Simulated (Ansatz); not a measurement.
## How the field gradients follow the size of the cell in Si

Reference cell: an entry of the Crystallography Open Database (COD), its atoms then relaxed with PBE in this cell.

```cif
data_Si
_symmetry_space_group_name_H-M 'Ia-3'
_symmetry_Int_Tables_number 206
_cell_length_a 6.6360
_cell_length_b 6.6360
_cell_length_c 6.6360
_cell_angle_alpha 90.000
_cell_angle_beta 90.000
_cell_angle_gamma 90.000
loop_
_atom_site_label
_atom_site_type_symbol
_atom_site_symmetry_multiplicity
_atom_site_Wyckoff_symbol
_atom_site_fract_x
_atom_site_fract_y
_atom_site_fract_z
Si Si 16 c 0.1017 0.1017 0.1017
```

One atom of each set is listed; the run and its k-mesh use a cell of 8 atoms with edges of 5.75, 5.75, 5.75 Å.

Computed with Ansatz: DFT, PBE, plane waves and PAW, scalar-relativistic, 420 eV cutoff, Γ-centred 10×10×10 k-points, Fermi–Dirac smearing 0.05 eV.

The cell is scaled uniformly, and the ions relax again at each size.

Question: How do the gradients (10²¹ V/m²) respond?

Answer: 

```
V/V₀   Si V_zz (η)
0.94  -0.36 (0.00)
0.96  -0.64 (0.00)
0.98  -0.85 (0.00)
1.00  -1.06 (0.00)
1.02  -1.23 (0.00)
1.04  -1.41 (0.00)
1.06  -1.56 (0.00)
```

Logarithmic slopes d ln|V_zz|/d ln V over the series: Si 11.4. Point charges on a uniformly scaled lattice would give −1; atoms that shift within the cell as it changes, and charge that moves in the bonds, make the difference.

The run finds no gap above 0.1 eV (a metal, or nearly one), so the gradients can move by 10 % or more with the k-mesh. Semilocal functionals make gaps too small and can close them, so the real compound need not be a metal.
